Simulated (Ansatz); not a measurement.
Zone-centre phonons of PbS: input and output

Method: DFT r2SCAN, scalar-relativistic, plane waves, PAW in Ansatz 0.2.0.

Launched with:
```bash
ansatz run input.yaml --threads 1 --pin off --max-ram 2560MiB --backend cpu --events-out ev --progress --plain --runs-dir out
```

Input (bare energies are in eV):
```yaml
crystal:
  lattice:
    - [3.635, 0.0, 0.0]
    - [0.0, 3.635, 0.0]
    - [0.0, 0.0, 3.635]
  atoms:
    - { symbol: Pb, position: [0.0, 0.0, 0.0] }
    - { symbol: S, position: [0.5, 0.5, 0.5] }
basis:
  ecutwfc: 500
kpoints:
  mp_grid: { grid: [12, 12, 12] }
hamiltonian:
  xc: r2scan
scf:
  occupations: { method: fermi_dirac, width: 0.15 }
output:
  eigenvalues: true
phonons:
  method: dfpt
  eigenvectors: true
```

The end of the output:
```
--- Phonons (Γ-DFPT): 2 representative perturbations + reference, on 196 of 1728 k-points (Σ response iterations 15) ---
  k mesh reduced under 8 symmetry operations, with k and −k counted as one. Each operation leaves every solved perturbation unchanged. A smaller set is not considered because the functional reads the kinetic-energy density
  ASR residual: 4.077e-4 → 0.000e0 eV/Å²; symmetrization residual: 2.717e-6 eV/Å²
  ASR residual per site (eV/Å²): 5.81e-5 4.08e-4
  Γ frequencies (cm⁻¹): -117.35 -117.35 -117.35 0.00 0.00 0.00
  non-analytic LO–TO correction: not included (Born effective charges unavailable; polar crystals: no LO–TO splitting at Γ)
```

The run took 79 s on 1 thread of Intel(R) Xeon(R) 6975P-C (Granite Rapids), on a shared host, peak memory 1.2 GiB.

Its imaginary modes show that this cell, the ideal cubic caesium chloride prototype, isn't a minimum of the energy. In a metal, frequencies and elastic constants depend on the k mesh and the smearing, soft modes and shear constants most. Spin–orbit coupling is left out, which matters for heavy elements. A semilocal functional can close a gap that the real compound has.

Negative frequencies stand for imaginary ones: the cell is unstable against these modes.